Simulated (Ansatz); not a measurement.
# ZnS (F-43m) in Ansatz: a series of runs

One crystal, ZnS, is run at these levels: HSE06 form with a typed share of exact exchange; tasks: single point.

All numbers are computed with Ansatz 0.2.0; they aren't measurements. Logs are shortened: lines on timing, memory, paths and dates and some standing lists are left out, and cuts for length are marked.

**What was measured.**

“Electronic, vibrational, and thermodynamic properties of ZnS (zincblende and rocksalt structure)”, 2009, arxiv:0911.5022 quotes, for a bulk crystal of ZnS at 19 K: band gap 3.85 eV (direct).

The runs below are set against these values where they give the same quantity.

### 1 The crystal as given

It takes space group F-43m (No. 216, cubic). Conventional cell: a = 5.404 Å, b = 5.404 Å, c = 5.404 Å, α = 90.00°, β = 90.00°, γ = 90.00°. Zn (site symmetry -43m) has 4 S at 2.34 Å as nearest neighbours. S (site symmetry -43m) is surrounded by 4 Zn at 2.34 Å.

### 2 Single point, HSE06 form with a typed share of exact exchange

input.yaml reads:

```yaml
crystal:
  lattice:
    - [0.0, 2.702, 2.702]
    - [2.702, 0.0, 2.702]
    - [2.702, 2.702, 0.0]
  atoms:
    - { symbol: Zn, position: [0.75, 0.75, 0.75] }
    - { symbol: S, position: [0.0, 0.0, 0.0] }
hamiltonian:
  xc: { exchange: pbe, correlation: pbe, exx: { coeff: 0.25, omega: 0.2 } }
  pseudopotentials: { kind: paw }
kpoints:
  mp_grid: { grid: [5, 5, 5] }
scf:
  occupations: { method: fermi_dirac, width: 0.05 }
output:
  forces: true
  stress: true
  eigenvalues: true
  write_density: true
  write_potential: true
  elf: true
  volumetric_format: npy
```

Potentials or basis: Ansatz PAW.

Command:

```
$ ansatz run input.yaml --threads 2 --pin off --max-ram 5632MiB --backend cpu --events-out ev --progress --plain --runs-dir out
```

Standard output:

```text
Warning: output.stress: scf.convergence.dr2_threshold = 1e-7 eV (the SCF's general default) is looser than the 2e-10 eV advised for a printed stress (1e-10 eV for each atom of the cell: 2). What an SCF threshold leaves in a stress goes as its square root, and in the free energy as the threshold itself, and one threshold admits the most on a small cell: of the crystals measured, under no hybrid functional and no lock of the moments, on runs that ended without the residual-converged pass, on stresses that held no estimate of that error, the worst erred by over 100 MPa in a component at 1e-7 eV an atom and by under 5 at 1e-10. Set scf.convergence.dr2_threshold to 2e-10 eV or tighter. The threshold is an SCF's pass mark: one that does not reach it within its budget of iterations ends unconverged, or closes short of it on a stop that the run arms, and scf.convergence.dr2_threshold's page says what that costs each kind of run
Warning: output.stress: scf.exx.energy_threshold = 1e-6 eV is looser than the 2e-8 eV advised for a stress under a hybrid functional (1e-8 eV for each atom of the cell: 2). Every SCF of the exchange loop can meet its threshold on dr2 while the loop round them stops early: no threshold on dr2 bounds what that leaves in the stress. Set scf.exx.energy_threshold to 2e-8 eV or tighter. The threshold is the loop's pass mark: a loop that does not reach it within its budget of cycles ends unconverged, and scf.exx.energy_threshold's page has the law
Warning: RAYON_NUM_THREADS=2 ignored (pool sized by the plan → 2); use --threads N
Engine: ansatz 0.2.0, x86_64-unknown-linux-gnu
Pseudopotentials: kind: paw
Pseudopotential: Zn, paw, valence charge 12, recommended cutoff 420 eV (normal), Zn.paw.azcp
Pseudopotential: S, paw, valence charge 6, recommended cutoff 420 eV (normal), S.paw.azcp
Functional definition: unnamed
  parameter a_1 = 0.25
  parameter omega_1 = 0.2/angstrom
  exchange = pbe_x + (-a_1)*pbe_x_sr(omega_1) + a_1*exact_x_sr(omega_1)
  correlation = pbe_c
Crystal: 2 atoms, lattice volume = 39.454 Å³
Basis set: ecut = 420 eV, 749 PW (Γ), exchange–correlation on 54×54×54 points (8 copies of the dense FFT grid, shifted against one another)
Bands: 13, of which v1, the nominal top of the filled ones, is band 9 counted from 1 (8 counted from 0)
Symmetry: 24 space group operations
Space group: F-43m (ITA 216), of the structure as read, at distance tolerance 3.4e-5 Å
k-points: 10 of 125 (time reversal used)
Non-local potential: Zn, projectors of the file, l = 0: 2, l = 1: 2, l = 2: 3, l = 3: 1
Non-local potential: S, projectors of the file, l = 0: 2, l = 1: 2, l = 2: 2
PAW form: soft (Blöchl's): semilocal exchange-correlation on the pseudo side does not see the compensation charge
PAW frozen core: Zn, regenerated for the run's functional, and the local potential with it (the file was generated under x = pbe(κ = 0.804, μ = 0.2195149727645171), c = pbe(β = 0.06672455060314922))
PAW frozen core: S, regenerated for the run's functional, and the local potential with it (the file was generated under x = pbe(κ = 0.804, μ = 0.2195149727645171), c = pbe(β = 0.06672455060314922))
PAW one-centre angular grid: Zn, 590 points (default); XC on 64 Gauss nodes
PAW one-centre angular grid: S, 110 points (default); XC on 64 Gauss nodes
Initial density: superposition of atomic densities (neutral atoms: chi_scale 0, normalization atom), corrected by the library's trained network
Initial wavefunctions: pseudopotential atomic-orbital guess
Functional: x = pbe(κ = 0.804, μ = 0.2195149727645171), c = pbe(β = 0.06672455060314922), warm-up for x = pbe(κ = 0.804, μ = 0.2195149727645171) + 0.25 (exact − pbe) at short range (hse, ω = 0.2 Å⁻¹), c = pbe(β = 0.06672455060314922)
SCF iter   1: F=—  HF=-4222.719305 eV  |F-HF|=—  |Δ(HF+E_count)|=         —  Δρ=1.67e-3  dr2=9.67e-4  ethr=1.77e-3  ⟨swp⟩=9.0  Hψ=667  notcnv=0
preconditioner: auto → none  [insulator: Δε(μ)=2.108 eV  Ē_g=12.264 eV  σ=0.050 eV  W_gap=1.00  n_scr=14 (ndim 8)  ℏωp=25.1 eV  f_vac=0.026  D(μ)=0.00/eV (n_scr^D=0)]
SCF iter   2: F=—  HF=-4222.719099 eV  |F-HF|=—  |Δ(HF+E_count)|=   2.07e-4  Δρ=1.39e-3  dr2=4.88e-4  ethr=5.37e-6  ⟨swp⟩=4.3  Hψ=443  notcnv=0  defer=2
iter 3 solved again at ethr=2.41e-8 eV; its pass at ethr=2.71e-6 eV (dr2=4.34e-6 eV) is discarded
SCF iter   3: F=-4222.718927 eV  HF=-4222.718893 eV  |F-HF|=3.41e-5  |Δ(HF+E_count)|=   2.05e-4  Δρ=1.78e-4  dr2=5.11e-6  ethr=2.41e-8  ⟨swp⟩=3.2  Hψ=577  notcnv=0
SCF 1 stopped early in 3 iterations: F = -4222.718927 eV  dr2 = 5.11e-6
Initial density: handed on by an earlier stage of this run
Initial wavefunctions: those handed on with the density
Functional: x = pbe(κ = 0.804, μ = 0.2195149727645171) + 0.25 (exact − pbe) at short range (hse, ω = 0.2 Å⁻¹), c = pbe(β = 0.06672455060314922)
Exchange kernel: α = 0.2500, screened, ω = 0.2000 Å⁻¹, Wigner–Seitz truncation, v(0) = 1123.8239 eV·Å³, q-mesh 5×5×5, nearest image of the exchange supercell L = 19.11 Å, pair-density grid 15×15×15, without the augmentation charges, whose exchange is taken in its separable form by FFT convolution over the k-point mesh (sized by the pseudopotential files, 24×24×24 at the most), smooth part of the exact exchange by density-matrix convolution
Frozen-core exchange: fock
SCF iter   1: F=—  HF=-4223.423328 eV  |F-HF|=—  |Δ(HF+E_count)|=         —  Δρ=2.19e-2  dr2=9.83e-2  ethr=2.84e-7  ⟨swp⟩=7.7  Hψ=759  notcnv=0
preconditioner: auto → none  [insulator: Δε(μ)=3.331 eV  Ē_g=14.889 eV  σ=0.050 eV  W_gap=1.00  n_scr=14 (ndim 8)  ℏωp=25.1 eV  f_vac=0.026  D(μ)=0.00/eV (n_scr^D=0)]
SCF iter   2: F=—  HF=-4223.396125 eV  |F-HF|=—  |Δ(HF+E_count)|=   2.72e-2  Δρ=3.48e-3  dr2=6.74e-3  ethr=2.84e-7  ⟨swp⟩=6.0  Hψ=578  notcnv=0
SCF iter   3: F=—  HF=-4223.389550 eV  |F-HF|=—  |Δ(HF+E_count)|=   6.57e-3  Δρ=3.28e-3  dr2=2.93e-3  ethr=2.84e-7  ⟨swp⟩=5.0  Hψ=490  notcnv=0
SCF iter   4: F=—  HF=-4223.389431 eV  |F-HF|=—  |Δ(HF+E_count)|=   1.19e-4  Δρ=5.66e-4  dr2=1.33e-3  ethr=2.84e-7  ⟨swp⟩=4.0  Hψ=383  notcnv=0
SCF iter   5: F=—  HF=-4223.399317 eV  |F-HF|=—  |Δ(HF+E_count)|=   9.89e-3  Δρ=2.05e-3  dr2=8.63e-4  ethr=2.84e-7  ⟨swp⟩=5.0  Hψ=460  notcnv=0
SCF iter   6: F=—  HF=-4223.399005 eV  |F-HF|=—  |Δ(HF+E_count)|=   3.12e-4  Δρ=1.28e-4  dr2=2.43e-5  ethr=2.84e-7  ⟨swp⟩=4.0  Hψ=392  notcnv=0
SCF iter   7: F=—  HF=-4223.399139 eV  |F-HF|=—  |Δ(HF+E_count)|=   1.34e-4  Δρ=2.50e-4  dr2=1.40e-5  ethr=2.24e-8  ⟨swp⟩=4.5  Hψ=462  notcnv=0
SCF iter   8: F=-4223.399135 eV  HF=-4223.399134 eV  |F-HF|=4.28e-7  |Δ(HF+E_count)|=   4.79e-6  Δρ=1.86e-5  dr2=8.05e-7  ethr=2.24e-8  ⟨swp⟩=4.0  Hψ=330  notcnv=0
SCF 2 stopped early in 8 iterations: F = -4223.399135 eV  dr2 = 8.05e-7
hybrid outer 1: dexx = +1.025e-2 eV, tail = 3.73e-5 eV
Exchange kernel: α = 0.2500, screened, ω = 0.2000 Å⁻¹, Wigner–Seitz truncation, v(0) = 1123.8239 eV·Å³, q-mesh 5×5×5, nearest image of the exchange supercell L = 19.11 Å, pair-density grid 15×15×15, without the augmentation charges, whose exchange is taken in its separable form by FFT convolution over the k-point mesh (sized by the pseudopotential files, 24×24×24 at the most), smooth part of the exact exchange by density-matrix convolution
Frozen-core exchange: fock
SCF iter   1: F=—  HF=-4223.398570 eV  |F-HF|=—  |Δ(HF+E_count)|=         —  Δρ=1.07e-4  dr2=3.27e-6  ethr=1.03e-6  ⟨swp⟩=3.2  Hψ=284  notcnv=0
preconditioner: auto → none  [insulator: Δε(μ)=3.360 eV  Ē_g=14.604 eV  σ=0.050 eV  W_gap=1.00  n_scr=14 (ndim 8)  ℏωp=25.1 eV  f_vac=0.028  D(μ)=0.00/eV (n_scr^D=0)]
SCF iter   2: F=—  HF=-4223.398569 eV  |F-HF|=—  |Δ(HF+E_count)|=   4.18e-7  Δρ=1.48e-5  dr2=1.92e-7  ethr=1.46e-8  ⟨swp⟩=3.4  Hψ=316  notcnv=0
SCF iter   3: F=—  HF=-4223.398570 eV  |F-HF|=—  |Δ(HF+E_count)|=   1.01e-6  Δρ=2.07e-5  dr2=9.11e-8  ethr=1.98e-10  ⟨swp⟩=4.5  Hψ=445  notcnv=0
SCF iter   4: F=-4223.398570 eV  HF=-4223.398570 eV  |F-HF|=7.90e-10  |Δ(HF+E_count)|=   4.28e-8  Δρ=1.56e-6  dr2=3.67e-9  ethr=1.98e-10  ⟨swp⟩=4.0  Hψ=349  notcnv=0
SCF 3 converged in 4 iterations: F = -4223.398570 eV  dr2 = 3.67e-9
  Residual-converged pass: ⟨swp⟩=2.9  Hψ=236  notcnv=0  max |occ|·‖R‖ = 2.1e-6 eV (tolerance 2.4e-6 eV)  dr2=3.69e-9  dr2_onsite=5.54e-10  max |Δocc| = 1.8e-23
hybrid outer 2: dexx = +9.844e-7 eV, tail = 2.06e-8 eV, Δε = 3.14e-3 eV (about 8.90e-5 eV left of the loop's levels)
hybrid SCF converged: 2 outer / 12 inner (+3 warm-up), last move |dexx| = 9.84e-7 eV, tail = 2.06e-8 eV
Stability not checked: this state was not tested for a lower state beside it, because the functional holds exact exchange (a hybrid, or Hartree-Fock), whose exchange loop this test does not read (fock_operator; see scf.lower_state_search)
Free energy (F): -4223.398570 eV
Frozen-core exchange: fock
Harris-Foulkes:  -4223.398570 eV  (|F-HF|=7.90e-10)
Internal energy: -4223.398570 eV  (E = F + TS)
E sigma→0 (E₀):  -4223.398570 eV
Fermi energy:    6.750889 eV
--- Per-component energies (eV) ---
  E_band       = -27.330924
  E_kinetic    = 237.861435
  E_local      = -2051.133475  (includes V_loc(G=0)·N_el)
  E_nonlocal   = 647.311711
  E_hartree    = 862.631838
  E_xc         = -186.422629
  E_vxc        = -111.626232  (∫ρ·V_xc dr)
  E_exx        = -53.496030  (= α·E_x^exact, valence–valence)
  E_paw        = -2427.320765  (= ΣΔE_a)
  E_vpaw       = -368.015863  (= ΣTr[D̂ρ^β])
  E_aug_tail   = -0.000365  (compensation charges beyond the density's cutoff)
  E_ewald      = -1253.379294
  E_core_change = 0.549003  (= ΣΔE_core)
  E_smearing   = -0.000000  (= −TS)
  E_closure    = 0.000000  (closes the sum)
  Σ components = -4223.398570   (vs F -4223.398570, Δ=0.00e0)
--- Forces (eV/Å), atoms counted from 1 ---
  atom   1  Zn     0.00000000    -0.00000000     0.00000000
  atom   2  S     -0.00000000     0.00000000    -0.00000000
  max |Σ_I F_I| component: 7.40e-17 eV/Å
--- Stress (GPa, compression-positive) ---
        0.962165       0.000000      -0.000000
        0.000000       0.962165       0.000000
       -0.000000       0.000000       0.962165
  P = ⅓ Tr σ = 0.9622 GPa (9.622 kbar)
--- Band table (eV; the first three rows and the last of 10) ---
  k-point 0: bands = ["-9.2703", "-2.8649", "-2.8649", "-2.8649", "-2.4249", "-2.4249", "5.0431", "5.0431", "5.0431", "8.4035", "12.7530", "12.7530", "12.7530"]
  k-point 1: bands = ["-8.9646", "-2.8209", "-2.8209", "-2.8003", "-2.4263", "-2.4263", "2.7640", "4.6937", "4.6937", "9.6999", "12.8801", "13.2920", "13.2920"]
  k-point 2: bands = ["-8.3927", "-2.7653", "-2.7653", "-2.4075", "-2.4075", "-2.3995", "0.0169", "4.2077", "4.2077", "9.6833", "13.3145", "13.3145", "14.8972"]
  k-point 9: bands = ["-8.0428", "-2.7033", "-2.6601", "-2.5036", "-2.4094", "-2.1071", "0.3222", "2.0391", "2.8869", "11.6579", "12.1845", "13.5090", "16.3283"]
```

It took 9.5 s on 2 threads of Intel Xeon Platinum 8488C (Sapphire Rapids), shared host; peak memory 0.82 GiB.

What came out:

* Free energy: -4223.3986 eV
* Pressure: 1.0 GPa
* Band gap on the k mesh: 3.36 eV, direct

Levels at points of the mesh, in eV from the valence-band top:
| k point | band 6 | band 7 | band 8 | band 9 | band 10 | band 11 | band 12 | band 13 |
| --- | --- | --- | --- | --- | --- | --- | --- | --- |
| (0.00, 0.00, 0.00) | -7.47 | 0.00 | 0.00 | 0.00 | 3.36 | 7.71 | 7.71 | 7.71 |

Caveat: odd divisions of the mesh miss points on the zone boundary, where band edges often lie, so the gap on the mesh can be too wide; the PAW data sets come from PBE, with cores solved anew for the run's functional, which leaves a small shift of forces and pressure; the thresholds are loose for stress.

### 3 Single point, HSE06 form with a typed share of exact exchange

input.yaml, as its differences from that of step 2:

```diff
@@ -9,3 +9,3 @@
 hamiltonian:
-  xc: { exchange: pbe, correlation: pbe, exx: { coeff: 0.25, omega: 0.2 } }
+  xc: { exchange: pbe, correlation: pbe, exx: { coeff: 0.25, omega: 0.3 } }
   pseudopotentials: { kind: paw }
```

Potentials or basis: Ansatz PAW.

Command:

```
$ ansatz run input.yaml --threads 2 --pin off --max-ram 5632MiB --backend cpu --events-out ev --progress --plain --runs-dir out
```

It took 9.6 s on 2 threads of Intel Xeon Platinum 8488C (Sapphire Rapids), shared host; peak memory 0.82 GiB.

Results (log left out):

```yaml
Free_energy: -4223.3448 eV
Pressure: 1.1 GPa
Band_gap_on_the_k_mesh: 3.13 eV, direct
```

Levels at points of the mesh, in eV from the valence-band top:
| k point | band 5 | band 6 | band 7 | band 8 | band 9 | band 10 | band 11 | band 12 | band 13 |
| --- | --- | --- | --- | --- | --- | --- | --- | --- | --- |
| (0.00, 0.00, 0.00) | -7.40 | -7.40 | 0.00 | 0.00 | 0.00 | 3.13 | 7.46 | 7.46 | 7.46 |

Caveat: odd divisions of the mesh miss points on the zone boundary, where band edges often lie, so the gap on the mesh can be too wide; the PAW data sets come from PBE, with cores solved anew for the run's functional, which leaves a small shift of forces and pressure; the thresholds are loose for stress.

### 4 Comparison with measurements

Step 2. Against the measured gap of ZnS, 3.85 eV (direct; 19 K; quoted in “Electronic, vibrational, and thermodynamic properties of ZnS (zincblende and rocksalt structure)”, 2009, arxiv:0911.5022), the calculated 3.36 eV is off by -0.49 eV. The value is that of HSE06 form with a typed share of exact exchange, without temperature or zero-point motion.

Step 3. A measured gap of ZnS is 3.85 eV (direct; 19 K; quoted in “Electronic, vibrational, and thermodynamic properties of ZnS (zincblende and rocksalt structure)”, 2009, arxiv:0911.5022); the calculated 3.13 eV misses it by -0.72 eV. The value is that of HSE06 form with a typed share of exact exchange, without temperature or zero-point motion.
